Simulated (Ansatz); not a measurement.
# Co (P6_3/mmc) in Ansatz: further runs, part 2 of 2

Ansatz 0.2.0. The steps go on from the part before.

## Step 3: Band structure, revPBE, collinear spin, ferromagnetic start

input.yaml

```yaml
crystal:
  lattice:
    - [2.4705617809, 0.0, 0.0]
    - [-1.2352808905, 2.1395692639, 0.0]
    - [0.0, 0.0, 8.0882338]
  atoms:
    - { symbol: Co, position: [0.6666666667, 0.3333333333, 0.75], spin: 2.0 }
    - { symbol: Co, position: [0.0, 0.0, 0.5], spin: 2.0 }
    - { symbol: Co, position: [0.3333333333, 0.6666666667, 0.25], spin: 2.0 }
    - { symbol: Co, position: [0.0, 0.0, 0.0], spin: 2.0 }
hamiltonian:
  xc: revpbe
  pseudopotentials: { kind: paw }
magnetization:
  spin_polarized: true
kpoints:
  mp_grid: { grid: [12, 12, 4] }
  band_path:
    path:
      - [[0.0, 0.0, 0.0], [0.5, 0.0, 0.0], [0.3333333333, 0.3333333333, 0.0], [0.0, 0.0, 0.0], [0.0, 0.0, 0.5], [0.5, 0.0, 0.5], [0.3333333333, 0.3333333333, 0.5], [0.0, 0.0, 0.5]]
      - [[0.5, 0.0, 0.5], [0.5, 0.0, 0.0]]
      - [[0.3333333333, 0.3333333333, 0.0], [0.3333333333, 0.3333333333, 0.5]]
    npoints: 14
scf:
  occupations: { method: fermi_dirac, width: 0.05 }
  n_extra_bands: 10
output:
  forces: true
  stress: true
  eigenvalues: true
  fatbands: true
```

Potentials or basis: Ansatz PAW.

The run is started by

```sh
$ ansatz run input.yaml --threads 2 --pin off --max-ram 5632MiB --backend cpu --events-out ev --progress --plain --runs-dir out
```

What it wrote:

```text
Warning: the band count 44 (scf.n_extra_bands) hosts the net moment |M| = 8.0000 μB (N_el = 68) but caps the reachable moment at 2·n_bands − N_el = 20.0000 μB, below the 46 bands that the automatic rule leaves for it — a moment growing past the seed, or the majority channel's smearing tail, pins there with fewer empty majority states than that count leaves; raise or omit scf.n_extra_bands unless the cap is intended
Warning: RAYON_NUM_THREADS=2 ignored (pool sized by the plan → 2); use --threads N
scf.n_extra_bands = 10 over 34 filled bands (N_el = 68.0): the run solves 44 bands
Engine: ansatz 0.2.0, aarch64-unknown-linux-gnu
Pseudopotentials: kind: paw
Pseudopotential: Co, paw, valence charge 17, recommended cutoff 420 eV (normal), Co.paw.azcp
Functional definition: revPBE
  parameter kappa = 1.245
  parameter beta = 0.06672455060314922
  exchange = pbe_x(kappa = kappa, mu = beta*pi^2/3)
  correlation = pbe_c(beta = beta)
Crystal: 4 atoms, lattice volume = 42.754 Å³
Basis set: ecut = 420 eV, 813 PW (Γ), exchange–correlation on 36×36×120 points (8 copies of the dense FFT grid, shifted against one another)
Bands: 44, of which v1, the nominal top of the filled ones, is band 34 counted from 1 (33 counted from 0)
Symmetry: 24 space group operations
Space group: P63/mmc (ITA 194), of the structure as read, at distance tolerance 3.5e-5 Å
Magnetic group: BNS 194.263 (UNI 1493), of the structure as read, at distance tolerance 3.5e-5 Å
k-points: 57 of 576
Non-local potential: Co, projectors of the file, l = 0: 3, l = 1: 2, l = 2: 3, l = 3: 1
PAW form: soft (Blöchl's): semilocal exchange-correlation on the pseudo side does not see the compensation charge
PAW frozen core: Co, regenerated for the run's functional, and the local potential with it (the file was generated under x = pbe(κ = 0.804, μ = 0.2195149727645171), c = pbe(β = 0.06672455060314922))
PAW one-centre angular grid: Co, 590 points (default); XC on 64 Gauss nodes
Initial density: superposition of atomic densities (chi_scale 0.1, normalization cell)
Starting moments: Σ|m| = 8 μB on 4 of 4 sites
Initial wavefunctions: pseudopotential atomic-orbital guess
[... 26 lines left out ...]
Free energy (F): -20518.488689 eV
Harris-Foulkes:  -20518.488689 eV  (|F-HF|=1.49e-9)
Internal energy: -20518.456561 eV  (E = F + TS)
E sigma→0 (E₀):  -20518.472625 eV
Entropy (-TS):   -0.032128 eV (-8.032 meV/atom)
Fermi energy:    19.208104 eV
--- Per-component energies (eV) ---
  E_band       = -950.429768
  E_kinetic    = 1815.923241
  E_local      = -11241.343946  (includes V_loc(G=0)·N_el)
  E_nonlocal   = 1814.241523
  E_hartree    = 4717.737685
  E_xc         = -637.350051
  E_vxc        = -821.629489  (∫ρ·V_xc dr)
  E_paw        = -6074.672381  (= ΣΔE_a)
  E_vpaw       = -1953.093481  (= ΣTr[D̂ρ^β])
  E_aug_tail   = 0.000384  (compensation charges beyond the density's cutoff)
  E_ewald      = -10912.861201
  E_core_change = -0.131816  (= ΣΔE_core)
  E_smearing   = -0.032128  (= −TS)
  E_closure    = -0.000000  (closes the sum)
  Σ components = -20518.488689   (vs F -20518.488689, Δ=0.00e0)
--- Forces (eV/Å), atoms counted from 1 ---
  atom   1  Co     0.00000000     0.00000000     0.00000000
  atom   2  Co    -0.00000000     0.00000000     0.00000000
  atom   3  Co    -0.00000000    -0.00000000     0.00000000
  atom   4  Co    -0.00000000    -0.00000000     0.00000000
  max |Σ_I F_I| component: 5.78e-18 eV/Å
--- Stress (GPa, compression-positive) ---
       10.336959       0.000000       0.000000
        0.000000      10.336959       0.000000
        0.000000       0.000000       6.430093
  P = ⅓ Tr σ = 9.0347 GPa (90.347 kbar)
--- Band table (eV; the first three rows and the last of 114) ---
  k-point 0 ↑: bands = ["-77.1040", "-77.0889", "-77.0496", "-77.0342", "-40.4620", "-40.3336", "-40.2466", "-40.1449", "-40.1449", "-40.1270", "-40.1270", "-40.1156", "-40.1145", "-40.1145", "-40.0965", "-40.0965", "10.0211", "12.2410", "12.2688", "13.8559", "16.0712", "16.1047", "16.3422", "16.3422", "16.3835", "16.3835", "16.4025", "16.6361", "16.6361", "16.7088", "16.7088", "17.3152", "17.3152", "17.6449", "17.6449", "17.9679", "17.9679", "18.3630", "18.3630", "18.7997", "25.3832", "33.8658", "33.8685", "40.9356"]
  k-point 1 ↑: bands = ["-77.1022", "-77.0918", "-77.0467", "-77.0360", "-40.4499", "-40.3674", "-40.2123", "-40.1432", "-40.1432", "-40.1317", "-40.1317", "-40.1281", "-40.1098", "-40.1098", "-40.0982", "-40.0982", "10.1780", "11.3615", "13.1063", "13.8175", "16.1233", "16.3466", "16.3602", "16.3693", "16.3693", "16.4111", "16.4111", "16.5941", "16.5941", "16.6600", "16.6600", "17.3724", "17.3724", "17.5971", "17.5971", "18.0424", "18.0424", "18.2117", "18.3153", "18.3153", "26.2810", "30.9794", "36.8886", "41.0258"]
  k-point 2 ↑: bands = ["-77.0974", "-77.0974", "-77.0409", "-77.0409", "-40.4157", "-40.4157", "-40.1631", "-40.1631", "-40.1384", "-40.1384", "-40.1384", "-40.1384", "-40.1030", "-40.1030", "-40.1030", "-40.1030", "10.6379", "10.6379", "13.6292", "13.6292", "16.2501", "16.2501", "16.4272", "16.4272", "16.4272", "16.4272", "16.5733", "16.5733", "16.5733", "16.5733", "17.1236", "17.1236", "17.4902", "17.4902", "17.4902", "17.4902", "18.1901", "18.1901", "18.1901", "18.1901", "28.3635", "28.3635", "39.8553", "39.8553"]
  k-point 56 ↓: bands = ["-74.9036", "-74.9036", "-74.8930", "-74.8930", "-38.2954", "-38.2954", "-38.2713", "-38.2713", "-38.2300", "-38.2300", "-38.2173", "-38.2173", "-38.1203", "-38.1203", "-38.1033", "-38.1033", "16.2733", "16.2733", "16.3636", "16.3636", "16.3761", "16.3761", "16.4622", "16.4622", "17.4714", "17.4714", "17.5723", "17.5723", "18.9374", "18.9374", "19.4874", "19.4874", "20.1961", "20.1961", "20.2916", "20.2916", "24.8976", "24.8976", "25.4406", "25.4406", "26.0653", "26.0653", "28.8639", "28.8639"]
```

Run time: 20 s. Hardware: 2 threads of Arm Neoverse V1, shared host; peak memory 0.5 GiB.

Results:

- Free energy: -20518.4887 eV
- Pressure: 9.0 GPa
- Band gap on the k mesh: none (metal or under the smearing width)
- Net moment: 6.65 μB per cell
- Absolute moment: 7.29 μB per cell
- Site moments: Co +1.75, +1.72 μB

Stress tensor (GPa, compression positive):
```
10.34  0.00  0.00
 0.00 10.34  0.00
 0.00  0.00  6.43
```

Levels at the corners of the path, in eV from the Fermi level:
Spin up:
```csv
point,band 33,band 34,band 35,band 36,band 37,band 38,band 39,band 40
Γ,-1.89,-1.56,-1.56,-1.24,-1.24,-0.85,-0.85,-0.41
M,-0.68,-0.60,-0.58,-0.57,0.17,1.28,2.42,3.05
K,-1.03,-0.94,-0.94,-0.87,4.83,4.83,5.34,5.71
Γ,-1.89,-1.56,-1.56,-1.24,-1.24,-0.85,-0.85,-0.41
A,-1.72,-1.72,-1.72,-1.72,-1.02,-1.02,-1.02,-1.02
L,-0.73,-0.73,-0.60,-0.60,1.17,1.17,2.74,2.74
H,-0.95,-0.95,-0.81,-0.81,4.89,4.89,5.50,5.50
A,-1.72,-1.72,-1.72,-1.72,-1.02,-1.02,-1.02,-1.02
L,-0.73,-0.73,-0.60,-0.60,1.17,1.17,2.74,2.74
M,-0.68,-0.60,-0.58,-0.57,0.17,1.28,2.42,3.05
K,-1.03,-0.94,-0.94,-0.87,4.83,4.83,5.34,5.71
H,-0.95,-0.95,-0.81,-0.81,4.89,4.89,5.50,5.50
```
Spin down:
| point | band 27 | band 28 | band 29 | band 30 | band 31 | band 32 | band 33 | band 34 |
| --- | --- | --- | --- | --- | --- | --- | --- | --- |
| Γ | -1.13 | -0.84 | -0.84 | -0.80 | -0.80 | -0.49 | 0.10 | 0.10 |
| M | -0.82 | -0.08 | -0.03 | 0.40 | 1.25 | 1.27 | 1.28 | 1.30 |
| K | -1.78 | -1.45 | -0.29 | -0.29 | 0.48 | 0.48 | 0.88 | 0.90 |
| Γ | -1.13 | -0.84 | -0.84 | -0.80 | -0.80 | -0.49 | 0.10 | 0.10 |
| A | -1.04 | -1.04 | -0.94 | -0.94 | -0.94 | -0.94 | 0.28 | 0.28 |
| L | -0.84 | -0.84 | -0.27 | -0.27 | 0.86 | 0.86 | 1.27 | 1.27 |
| H | -1.64 | -1.64 | -0.27 | -0.27 | 0.28 | 0.28 | 0.99 | 0.99 |
| A | -1.04 | -1.04 | -0.94 | -0.94 | -0.94 | -0.94 | 0.28 | 0.28 |
| L | -0.84 | -0.84 | -0.27 | -0.27 | 0.86 | 0.86 | 1.27 | 1.27 |
| M | -0.82 | -0.08 | -0.03 | 0.40 | 1.25 | 1.27 | 1.28 | 1.30 |
| K | -1.78 | -1.45 | -0.29 | -0.29 | 0.48 | 0.48 | 0.88 | 0.90 |
| H | -1.64 | -1.64 | -0.27 | -0.27 | 0.28 | 0.28 | 0.99 | 0.99 |

Caveat: the PAW data sets come from PBE, with cores solved anew for the run's functional, which leaves a small shift of forces and pressure.
